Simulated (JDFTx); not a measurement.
# CdTe (F-43m) in JDFTx: single point with LDA

Aim: the single point of CdTe with LDA.

Everything below comes from runs of JDFTx 1.7.0 (patched build). Logs are shortened: lines on timing, memory, paths and dates and some standing lists are left out, and cuts for length are marked. The log counts tension as positive stress, the text compression.

### Step 1. The undisturbed crystal

It takes space group F-43m (No. 216, cubic). The conventional cell has a = 6.410 Å, b = 6.410 Å, c = 6.410 Å, α = 90.00°, β = 90.00°, γ = 90.00°. Te (site symmetry -43m) has 4 Cd at 2.78 Å as nearest neighbours. Cd (site symmetry -43m) is surrounded by 4 Te at 2.78 Å.

### Step 2. Single point, LDA (the cell as VASP's run set it)

CdTe.in

```
lattice \
    0.0000000000     6.0565722294     6.0565722294 \
    6.0565722294     0.0000000000     6.0565722294 \
    6.0565722294     6.0565722294     0.0000000000
coords-type Lattice
ion Te     0.2500000000     0.2500000000     0.2500000000 1
ion Cd     0.0000000000     0.0000000000     0.0000000000 1

ion-species pseudo/Te.upf
ion-species pseudo/Cd.upf
elec-cutoff 51 408
elec-ex-corr lda-PW
kpoint-folding 7 7 7
elec-smearing Gauss 0.00091873305
elec-n-bands 25
electronic-SCF nIterations 100 energyDiffThreshold 1e-09
electronic-minimize nIterations 30 energyDiffThreshold 1e-7
converge-empty-states yes
forces-output-coords Cartesian

dump-name run.$VAR
dump End Ecomponents EigStats BandEigs Kpoints Forces Stress ElecDensity Dtot KEdensity
```

Potentials or basis: PseudoDojo-SR-LDA-0.4.1-standard with smoothed tails.

Launch:

```sh
$ jdftx -c 1 -i CdTe.in -o CdTe.out
```

The program printed:

```text
*************** JDFTx 1.7.0 (patched build) ***************

Input parsed successfully to the following command list (including defaults):
[... the input with its defaults ...]

---------- Setting up symmetries ----------

Found 48 point-group symmetries of the bravais lattice
Found 24 space-group symmetries with basis
Applied RMS atom displacement 0 bohrs to make symmetries exact.

---------- Initializing the Grid ----------
R =
[            0      6.05657      6.05657  ]
[      6.05657            0      6.05657  ]
[      6.05657      6.05657            0  ]
unit cell volume = 444.335
G =
[  -0.518708   0.518708   0.518708  ]
[   0.518708  -0.518708   0.518708  ]
[   0.518708   0.518708  -0.518708  ]
Minimum fftbox size, Smin = [  80  80  80  ]
Chosen fftbox size, S = [  80  80  80  ]

---------- Initializing tighter grid for wavefunction operations ----------
R =
[            0      6.05657      6.05657  ]
[      6.05657            0      6.05657  ]
[      6.05657      6.05657            0  ]
unit cell volume = 444.335
G =
[  -0.518708   0.518708   0.518708  ]
[   0.518708  -0.518708   0.518708  ]
[   0.518708   0.518708  -0.518708  ]
Minimum fftbox size, Smin = [  56  56  56  ]
Chosen fftbox size, S = [  56  56  56  ]

---------- Exchange Correlation functional ----------
Initalized Slater LDA exchange.
Initalized Perdew-Wang LDA correlation.

---------- Setting up pseudopotentials ----------
Width of ionic core gaussian charges (only for fluid interactions / plotting) set to 0

Reading pseudopotential file 'pseudo/Te.upf':
  'Te' pseudopotential, 'SLA  PW   NOGX NOGC' functional
  Generated using ONCVPSP code by D. R. Hamann
  16 valence electrons, 3 orbitals, 6 projectors, 1001 radial grid points, with lMax = 2
    4D    l: 2   occupation: 10.0   eigenvalue: -1.532468
    5S    l: 0   occupation:  2.0   eigenvalue: -0.564382
    5P    l: 1   occupation:  4.0   eigenvalue: -0.224579
  Core radius for overlap checks: 2.04 bohrs.

Reading pseudopotential file 'pseudo/Cd.upf':
  'Cd' pseudopotential, 'SLA  PW   NOGX NOGC' functional
  Generated using ONCVPSP code by D. R. Hamann
  20 valence electrons, 4 orbitals, 6 projectors, 1001 radial grid points, with lMax = 2
    4S    l: 0   occupation:  2.0   eigenvalue: -3.889722
    4P    l: 1   occupation:  6.0   eigenvalue: -2.461797
    4D    l: 2   occupation: 10.0   eigenvalue: -0.437264
    5S    l: 0   occupation:  2.0   eigenvalue: -0.218845
  Core radius for overlap checks: 1.32 bohrs.

Initialized 2 species with 2 total atoms.

Folded 1 k-points by 7x7x7 to 343 k-points.

---------- Setting up k-points, bands, fillings ----------
Adding inversion symmetry to k-mesh for non-inversion-symmetric unit cell.
Reduced to 20 k-points under symmetry.
Computing the number of bands and number of electrons
Calculating initial fillings.
nElectrons:  36.000000   nBands: 25   nStates: 20

----- Setting up reduced wavefunction bases (one per k-point) -----
average nbasis = 7728.563 , ideal nbasis = 7729.652

---------- Setting up ewald sum ----------
Optimum gaussian width for ewald sums = 2.750790 bohr.
Real space sum over 1331 unit cells with max indices [  5  5  5  ]
Reciprocal space sum over 2197 terms with max indices [  6  6  6  ]

---------- Allocating electronic variables ----------
Initializing wave functions:  linear combination of atomic orbitals
Note: number of bands (25) exceeds available atomic orbitals (19)
Te pseudo-atom occupations:   s ( 2 )  p ( 4 )  d ( 10 )
Cd pseudo-atom occupations:   s ( 2 2 )  p ( 6 )  d ( 10 )
	FillingsUpdate:  mu: +0.329955395  nElectrons: 36.000000
LCAOMinimize: Iter:   0  F: -261.5359318130442148  |grad|_K:  1.990e-03  alpha:  1.000e+00
	FillingsUpdate:  mu: +0.314584101  nElectrons: 36.000000
LCAOMinimize: Iter:   1  F: -261.5517026060231842  |grad|_K:  5.641e-05  alpha:  6.363e-01  linmin:  2.486e-02  cgtest: -1.583e-01
	FillingsUpdate:  mu: +0.314322756  nElectrons: 36.000000
LCAOMinimize: Iter:   2  F: -261.5517190133423924  |grad|_K:  1.112e-05  alpha:  8.425e-01  linmin:  5.039e-03  cgtest:  1.372e-01
	FillingsUpdate:  mu: +0.314387159  nElectrons: 36.000000
LCAOMinimize: Iter:   3  F: -261.5517195176116729  |grad|_K:  1.218e-06  alpha:  6.543e-01  linmin: -1.847e-04  cgtest:  2.321e-02
	FillingsUpdate:  mu: +0.314393259  nElectrons: 36.000000
LCAOMinimize: Iter:   4  F: -261.5517195252742795  |grad|_K:  6.694e-08  alpha:  8.272e-01  linmin: -2.025e-06  cgtest: -3.352e-03
LCAOMinimize: Converged (|Delta F|<1.000000e-06 for 2 iters).

-------- Electronic minimization -----------
Will mix electronic density at each iteration.
	FillingsUpdate:  mu: +0.314393259  nElectrons: 36.000000
	FillingsUpdate:  mu: +0.307298446  nElectrons: 36.000000
SCF: Cycle:  0   F: -261.621140689191463   dF: -6.942e-02   |Residual|: 9.221e-02   |deigs|: 1.531e-01
	FillingsUpdate:  mu: +0.300000000  nElectrons: 36.000000
SCF: Cycle:  1   F: -261.636785874379768   dF: -1.565e-02   |Residual|: 3.863e-02   |deigs|: 2.223e-02
	FillingsUpdate:  mu: +0.300000000  nElectrons: 36.000000
SCF: Cycle:  2   F: -261.638972910416101   dF: -2.187e-03   |Residual|: 6.583e-03   |deigs|: 1.099e-02
	FillingsUpdate:  mu: +0.300000000  nElectrons: 36.000000
SCF: Cycle:  3   F: -261.638989199156015   dF: -1.629e-05   |Residual|: 2.665e-03   |deigs|: 6.121e-04
	FillingsUpdate:  mu: +0.300000000  nElectrons: 36.000000
SCF: Cycle:  4   F: -261.638994219177732   dF: -5.020e-06   |Residual|: 6.197e-04   |deigs|: 7.266e-04
	FillingsUpdate:  mu: +0.300000000  nElectrons: 36.000000
SCF: Cycle:  5   F: -261.638995026994962   dF: -8.078e-07   |Residual|: 2.864e-04   |deigs|: 7.125e-05
	FillingsUpdate:  mu: +0.300000000  nElectrons: 36.000000
SCF: Cycle:  6   F: -261.638995385714850   dF: -3.587e-07   |Residual|: 8.897e-05   |deigs|: 1.000e-04
	FillingsUpdate:  mu: +0.300000000  nElectrons: 36.000000
SCF: Cycle:  7   F: -261.638995479206187   dF: -9.349e-08   |Residual|: 4.368e-05   |deigs|: 2.367e-05
	FillingsUpdate:  mu: +0.300000000  nElectrons: 36.000000
SCF: Cycle:  8   F: -261.638995509650954   dF: -3.044e-08   |Residual|: 1.119e-05   |deigs|: 1.939e-05
	FillingsUpdate:  mu: +0.300000000  nElectrons: 36.000000
SCF: Cycle:  9   F: -261.638995521060053   dF: -1.141e-08   |Residual|: 9.528e-06   |deigs|: 2.183e-05
	FillingsUpdate:  mu: +0.300000000  nElectrons: 36.000000
SCF: Cycle: 10   F: -261.638995525177052   dF: -4.117e-09   |Residual|: 1.481e-06   |deigs|: 2.088e-05
	FillingsUpdate:  mu: +0.300000000  nElectrons: 36.000000
SCF: Cycle: 11   F: -261.638995526876670   dF: -1.700e-09   |Residual|: 2.222e-06   |deigs|: 1.932e-05
	FillingsUpdate:  mu: +0.300000000  nElectrons: 36.000000
SCF: Cycle: 12   F: -261.638995527553902   dF: -6.772e-10   |Residual|: 2.134e-06   |deigs|: 2.068e-05
	FillingsUpdate:  mu: +0.300000000  nElectrons: 36.000000
SCF: Cycle: 13   F: -261.638995527832151   dF: -2.782e-10   |Residual|: 1.812e-06   |deigs|: 2.091e-05
SCF: Converged (|Delta E|<1.000000e-09 for 2 iters).

Setting wave functions to eigenvectors of Hamiltonian
Converging empty states (this may take a while): |deigs|: 3.019e-04

# Stress tensor in Cartesian coordinates [Eh/a0^3]:
[ -6.61928e-07            0            0  ]
[            0 -6.61928e-07            0  ]
[            0            0 -6.61928e-07  ]

# Ionic positions in lattice coordinates:
ion Te   0.250000000000000   0.250000000000000   0.250000000000000 1
ion Cd   0.000000000000000   0.000000000000000   0.000000000000000 1

# Forces in Cartesian coordinates:
force Te   0.000000000000000  -0.000000000000000   0.000000000000000 1
force Cd   0.000000000000000   0.000000000000000  -0.000000000000000 1

# Energy components:
   Eewald =     -145.3342091895335102
       EH =       93.7057086868506559
     Eloc =     -273.0466370440423134
      Enl =      -25.0109063730159988
      Exc =      -48.3311796704942722
 Exc_core =       18.3059106539895673
       KE =      118.0723174084137668
-------------------------------------
     Etot =     -261.6389955278321509
       TS =        0.0000000000000000
-------------------------------------
        F =     -261.6389955278321509

IonicMinimize: Iter:   0  F: -261.638995527832151  |grad|_K:  2.566e-36
IonicMinimize: Converged (|grad|_K<1.000000e-04).

#--- Lowdin population analysis ---
# oxidation-state Te -0.905
# oxidation-state Cd +1.127

Dumping 'run.eigStats' ...
	eMin: -3.460753 at state 0 ( [ +0.000000 +0.000000 +0.000000 ] spin 0 )
	HOMO: +0.286995 at state 0 ( [ +0.000000 +0.000000 +0.000000 ] spin 0 )
	mu  : +0.300000
	LUMO: +0.309407 at state 0 ( [ +0.000000 +0.000000 +0.000000 ] spin 0 )
	eMax: +0.741392 at state 14 ( [ +0.000000 +0.428571 +0.428571 ] spin 0 )
	HOMO-LUMO gap: +0.022412
	Optical gap  : +0.022412 at state 0 ( [ +0.000000 +0.000000 +0.000000 ] spin 0 )
Done!
[note: the Lowdin charges miss the electrons that lie outside the files' atomic orbitals]
```

Run time: 3.4 min. Hardware: 1 thread of Arm Neoverse V1, shared host; peak memory 0.25 GiB.

Results:

```
Free energy            : -7119.5598 eV
Pressure               : 0.0 GPa
Band gap on the k mesh : 0.61 eV, direct
```

Caveat: spin-orbit coupling is left out, which moves the levels of the heavy elements.

### Step 3. The reference run

An earlier run on the cell as given: functional PBEsol; potentials or basis PseudoDojo-SR-PBEsol-0.4.1-standard with smoothed tails; cutoff 1388 eV; density cutoff 11102 eV; k mesh 7 × 7 × 7; occupations fermi-dirac, width 0.05 eV; no spin polarisation.

- Pressure: 1.7 GPa
- Band gap on the k mesh: 0.76 eV, direct
